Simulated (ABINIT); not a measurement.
# GaAs (F-43m): G0W0 with ABINIT, start to end, part 3 of 3

Wanted: ground state, empty states, screening and self-energy for GaAs (F-43m).

ABINIT 10.8.3; PBE and many-body steps on it, plane waves. Known limits of the many-body steps: not at the basis limit; screening runs away on this mesh; no spin-orbit coupling; coarse k mesh.

So far. Step 3 (Bands along the symmetry lines): The gap is 0.508 eV, as in the run before at this level. Step 4 (Empty states on the mesh, 4×4×4 mesh, 60 bands): On this mesh the gap is 0.508 eV.

## (5) Screening, 4×4×4 mesh, 56 bands, screening to 108.8 eV

The RPA dielectric matrix is built and inverted for each q.

This step: RPA screening on PBE, plane waves, norm-conserving pseudopotentials.

run.abi reads:

```
acell 3*1.0 Angstrom
rprim 
  0.000000000000 2.826850000000 2.826850000000
  2.826850000000 0.000000000000 2.826850000000
  2.826850000000 2.826850000000 0.000000000000
ntypat 2
znucl 31 33
natom 2
typat 1 2
xred 
  0.000000000000 0.000000000000 0.000000000000
  0.250000000000 0.250000000000 0.250000000000
pp_dirpath "pseudos"
pseudos "Ga.upf, As.upf"
ecut 45
ngkpt 4 4 4
nshiftk 1
shiftk 0 0 0
kptopt 1
chksymbreak 0
istwfk *1
occopt 1
irdwfk 1
optdriver 3
nband 56
ecuteps 4
inclvkb 2
awtr 1
symchi 1
indata_prefix "in"
outdata_prefix "out"
tmpdata_prefix "tmp"
```

Command:

```bash
$ OMP_NUM_THREADS=1 mpirun -n 4 abinit run.abi > log
```

Numbers of over 12 decimals in the logs are rounded to 6 here.

The program printed:

```text
.Version 10.8.3 of ABINIT. v10.8.2 released Aug 2026.

 Symmetries : space group F-4 3 m (#216); Bravais cF (face-center cubic)
[... echo of the input left out ...]
== DATASET  1 ==================================================================
-   mpi_nproc: 4, omp_nthreads: 1 (-1 if OMP is not activated)

--- !DatasetInfo
iteration_state: {dtset: 1, }
dimensions: {natom: 2, nkpt: 8, mband: 56, nsppol: 1, nspinor: 1, nspden: 1, mpw: 4477, }
cutoff_energies: {ecut:  45.0, pawecutdg:  -1.0, }
electrons: {nelect:   4.40000000E+01, charge:   0.00000000E+00, occopt:   1.00000000E+00, tsmear:   1.00000000E-02, }

 SCREENING: Calculation of the susceptibility and dielectric matrices

 Based on a program developped by R.W. Godby, V. Olevano, G. Onida, and L. Reining.
 Incorporated in ABINIT by V. Olevano, G.-M. Rignanese, and M. Torrent.
.Using double precision arithmetic ; gwpc =  8

[... cell and pseudopotentials left out ...]
--------------------------------------------------------------------------------

 ==== K-mesh for the wavefunctions ====
 Number of points in the irreducible wedge :     8
[... list of points left out ...]
 Together with 24 symmetry operations and time-reversal symmetry
 yields    64 points in the full Brillouin Zone.

 ==== Q-mesh for the screening function ====
 Number of points in the irreducible wedge :     8
[... list of points left out ...]
 Together with 24 symmetry operations and time-reversal symmetry
 yields    64 points in the full Brillouin Zone.

 setmesh: FFT mesh size selected  =    30x   30x   30
          total number of points  =        27000

 vcoul_init : cutoff-mode = AUXILIARY_FUNCTION
 q-points for optical limit:   1
     1)      0.000010    0.000020    0.000030

- screening: taking advantage of time-reversal symmetry
- Maximum band index for partially occupied states nbvw = 22
- Remaining bands to be divided among processors   nbcw = 34
- Number of bands treated by each node ~8

 Number of electrons calculated from density =   44.0000; Expected =   44.0000
 average of density, n =  0.144317
 r_s =    1.1827
 omega_plasma =   36.6450 [eV]

 calculating chi0 at frequencies [eV] :
  1    0.000000E+00    0.000000E+00
  2    0.000000E+00    3.664498E+01

--------------------------------------------------------------------------------
  q-point number  1        q = ( 0.000000, 0.000000, 0.000000) [r.l.u.]
--------------------------------------------------------------------------------
[... chi0 elements left out ...]
 For q-point:  0.000010 0.000020 0.000030
  dielectric constant = 139.7747
  dielectric constant without local fields = 149.5337

  Average fulfillment of the sum rule on Im[epsilon] for q-point    1 :     20.42  [%]
[... wings left out ...]
  q-point number  2        q = ( 0.250000, 0.000000, 0.000000) [r.l.u.]
--------------------------------------------------------------------------------
[... chi0 elements left out ...]
  Average fulfillment of the sum rule on Im[epsilon] for q-point    2 :     25.49  [%]

 [... 6 further q-points ...]
```

The job ended after 16 s (4 MPI ranks of Arm Neoverse V2, shared host; peak memory 0.81 GiB).

Numbers from this step:

- ε∞ with local fields, on this mesh, along the program's q direction: 139.8
- the same without local fields: 149.5
- plasma frequency: 36.65 eV
- plane waves in the screening matrix: 113

Local fields lower ε∞ by 7 %. The value itself is an artefact of the mesh, where one narrow direct gap carries too much weight.

## (6) Self-energy, 4×4×4 mesh, 56 bands, screening to 108.8 eV

The self-energy is evaluated for the states that the input lists, and the levels follow from it, in one-shot runs by the linearised quasiparticle equation.

This step: G0W0 on PBE, plane waves, norm-conserving pseudopotentials.

Edit run.abi of step 5 so:

```diff
@@ -23,8 +23,15 @@
 irdwfk 1
-optdriver 3
+optdriver 4
 nband 56
+gwcalctyp 0
+ecutsigx 45
+symsigma 1
+nkptgw 1
+kptgw 
+  0.0000000000 0.0000000000 0.0000000000
+bdgw 
+  20 26
 ecuteps 4
-inclvkb 2
-awtr 1
-symchi 1
+irdscr 1
+ppmodel 1
 indata_prefix "in"
```

The program printed:

```text
.Version 10.8.3 of ABINIT. v10.8.2 released Aug 2026.

 Symmetries : space group F-4 3 m (#216); Bravais cF (face-center cubic)
[... echo of the input left out ...]
== DATASET  1 ==================================================================
-   mpi_nproc: 4, omp_nthreads: 1 (-1 if OMP is not activated)

--- !DatasetInfo
iteration_state: {dtset: 1, }
dimensions: {natom: 2, nkpt: 8, mband: 56, nsppol: 1, nspinor: 1, nspden: 1, mpw: 4477, }
cutoff_energies: {ecut:  45.0, pawecutdg:  -1.0, }
electrons: {nelect:   4.40000000E+01, charge:   0.00000000E+00, occopt:   1.00000000E+00, tsmear:   1.00000000E-02, }

 SIGMA: Calculation of the GW corrections

 Based on a program developped by R.W. Godby, V. Olevano, G. Onida, and L. Reining.
 Incorporated in ABINIT by V. Olevano, G.-M. Rignanese, and M. Torrent.
.Using double precision arithmetic ; gwpc =  8

[... cell and pseudopotentials left out ...]
--------------------------------------------------------------------------------

 ==== K-mesh for the wavefunctions ====
 Number of points in the irreducible wedge :     8
[... list of points left out ...]
 Together with 24 symmetry operations and time-reversal symmetry
 yields    64 points in the full Brillouin Zone.

 ==== Q-mesh for screening function ====
 Number of points in the irreducible wedge :     8
[... list of points left out ...]
 Together with 24 symmetry operations and time-reversal symmetry
 yields    64 points in the full Brillouin Zone.

 vcoul_init : cutoff-mode = AUXILIARY_FUNCTION
 q-points for optical limit:   1
     1)      0.000010    0.000020    0.000030
 setmesh: FFT mesh size selected  =    45x   45x   45
          total number of points  =        91125

 Number of electrons calculated from density =   44.0000; Expected =   44.0000
 average of density, n =  0.144317
 r_s =    1.1827
 omega_plasma =   36.6450 [eV]

 === KS Band Gaps ===
  >>>> For spin  1
   Minimum direct gap =   0.5078 [eV], located at k-point      :   0.0000  0.0000  0.0000
   Fundamental gap    =   0.5078 [eV], Top of valence bands at :   0.0000  0.0000  0.0000
                                       Bottom of conduction at :   0.0000  0.0000  0.0000
 SIGMA fundamental parameters:
 PLASMON POLE MODEL  1
 number of plane-waves for SigmaX                 4477
 number of plane-waves for SigmaC and W            113
 number of plane-waves for wavefunctions          4477
 number of bands                                    56
 number of independent spin polarizations            1
 number of spinorial components                      1
 number of k-points in IBZ                           8
 number of q-points in IBZ                           8
 number of symmetry operations                      24
 number of k-points in BZ                           64
 number of q-points in BZ                           64
 number of frequencies for dSigma/dE                 9
 frequency step for dSigma/dE [eV]                0.25
 number of omega for Sigma on real axis              0
 max omega for Sigma on real axis  [eV]           0.00
 zcut for avoiding poles [eV]                     0.10

 EPSILON^-1 parameters (SCR file):
 dimension of the eps^-1 matrix on file            113
 dimension of the eps^-1 matrix used               113
 number of plane-waves for wavefunctions          4477
 number of bands                                    56
 number of q-points in IBZ                           8
 number of frequencies                               2
 number of real frequencies                          1
 number of imag frequencies                          1

 matrix elements of self-energy operator (all in [eV])

 Perturbative Calculation

--- !SelfEnergy_ee
iteration_state: {dtset: 1, }
kpoint     : [   0.000,    0.000,    0.000, ]
spin       : 1
KS_gap     :    0.508
QP_gap     :    1.171
Delta_QP_KS:    0.663
data: !SigmaeeData |
     Band     E0 <VxcDFT>   SigX SigC(E0)      Z dSigC/dE  Sig(E)    E-E0       E
       20   5.666 -14.357 -16.013   1.659   0.797  -0.254 -14.355   0.002   5.668
       21   5.666 -14.357 -16.013   1.659   0.797  -0.254 -14.355   0.002   5.668
       22   5.666 -14.357 -16.013   1.659   0.797  -0.254 -14.355   0.002   5.668
       23   6.174 -14.700 -10.607  -3.263   0.802  -0.247 -14.035   0.665   6.839
       24   9.403 -11.528  -7.015  -3.894   0.799  -0.251 -11.033   0.494   9.898
       25   9.403 -11.528  -7.015  -3.894   0.799  -0.251 -11.033   0.494   9.898
       26   9.403 -11.528  -7.015  -3.894   0.799  -0.251 -11.033   0.494   9.898

== END DATASET(S) ==============================================================
================================================================================

 -outvars: echo values of variables after computation  --------
           etotal      0.0000000000E+00
            nband          56
             nkpt           8
          spgroup         216
 [... the other variables as echoed above ...]

 Calculation completed.
```

Wall time 3.6 s (4 MPI ranks); peak memory 0.66 GiB.

Numbers from this step:

* G0W0 gap on the points computed: 1.171 eV
* starting gap on the mesh: 0.5078 eV
* k of the valence top: 0, 0, 0
* k of the conduction bottom: 0, 0, 0
* Z at the valence top: 0.797
* Z at the conduction bottom: 0.802
* least direct G0W0 gap on the computed points: 1.171 eV

The gap on the mesh goes from 0.51 eV to 1.17 eV, a correction of +0.66 eV.

Limits: finite bands, cutoff and mesh; no spin-orbit coupling; coarse k mesh. v1 is the top filled band, c1 the lowest empty one. The levels before and after the correction (eV, zero at the valence-band top of each column):

```csv
,conduction bottom,valence top
Kohn-Sham,0.51,0.00
G0W0,1.17,0.00
```

```csv
,level,energy (eV)
Kohn-Sham,Γ v3-v1,0.000
Kohn-Sham,Γ c1,0.508
Kohn-Sham,Γ c2-c4,3.737
G0W0,Γ v3-v1,0.000
G0W0,Γ c1,1.171
G0W0,Γ c2-c4,4.230
```

## (7) Where the time went

Times are wall times on 4 MPI ranks of Arm Neoverse V2, shared host, good to a factor of about two.

```
                          step   time  share  memory (GiB)
                  ground state   20 s   26 %          0.35
bands along the symmetry lines   23 s   31 %          0.36
      empty states on the mesh   13 s   17 %           0.3
                     screening   16 s   21 %          0.81
                   self-energy  3.6 s    5 %          0.66
```

## (8) Results

```yaml
pbe_gap: 0.51 eV, direct
g0w0_gap_on_the_mesh: 1.17 eV
gw_settings: 4×4×4 mesh, 56 bands, screening to 108.8 eV, Godby-Needs plasmon pole
known_limits: not at the basis limit; screening runs away on this mesh; no spin-orbit coupling; coarse k mesh
```

In words: G0W0 moves the gap on the mesh from 0.51 eV to 1.17 eV (+0.66 eV), with Z of 0.80 and 0.80 at the edges. Local fields lower the RPA ε∞ on this mesh from 149.53 to 139.77; a Γ-centred mesh this coarse tends to raise both, most where the direct gap is narrow, while a short band sum lowers them. Only 1 of the mesh's irreducible points was corrected, so a valley elsewhere could overtake. Against experiment, by G0W0@PBE: the direct gap of 1.17 eV lies −0.34 eV from the measured 1.51 eV (exciton, 77 K, 2020); the direct gap of 1.17 eV lies −0.25 eV from the measured 1.42 eV (exciton, 300 K, 2014); the direct gap of 1.17 eV lies −0.24 eV from the measured 1.412 ± 0.01 eV (direct, 300 K, 2008); the direct gap of 1.17 eV lies −0.25 eV from the measured 1.418 ± 0.005 eV (direct, 300 K, 2008). An exciton line or allowed optical edge lies below the quasiparticle gap by the binding energy; a forbidden edge can push the onset above it. The calculation has static nuclei and no excitons; a measured gap holds zero-point and thermal motion, which mostly lowers it. Bands and cutoff are finite, so the gap is not at the basis limit. The miss can reach some tenths of an eV and take either sign; the mesh is an error of its own. In the G0W0 run levels were corrected at 1 k point alone, so a gap called «on the mesh» is the least over those, and an edge elsewhere would be missed. The 4×4×4 mesh is coarse for this cell, which bears on the long-range parts of exchange and screening. On this mesh the RPA ε∞ passes 90, more than nearly any semiconductor shows; a coarse mesh does this where one point with a narrow direct gap carries much weight. The screening is then too strong, and the G0W0 gap should not be taken as the material's. The many-body steps are scalar-relativistic: spin-orbit coupling is not in them.

[Paths, hosts, dates, memory and timing lines, banners, echoed tables and standing remarks are left out of the program output.]

[Logs are printed without paths, hosts, clocks, repeated set-up lines and the standing remarks that a program may print on its own settings, such as how far it seeks lower states.]

[Runs of the session that timed out or met a known fault of the program may be left out.]

[Hosts, paths, dates, database ids (printed as entryN), source tags and the programs' standing remarks are cut or masked in the printed files.]

[G0W0 gaps are taken among the corrected bands and points alone; a level outside them can change the order at an edge.]

[Where Ansatz stands beside ABINIT at settings called matched, ABINIT's density can come from a denser mesh and the files from another edition; pairs whose starting gaps differed by over 0.03 eV were left out, so agreement reads better than it is.]
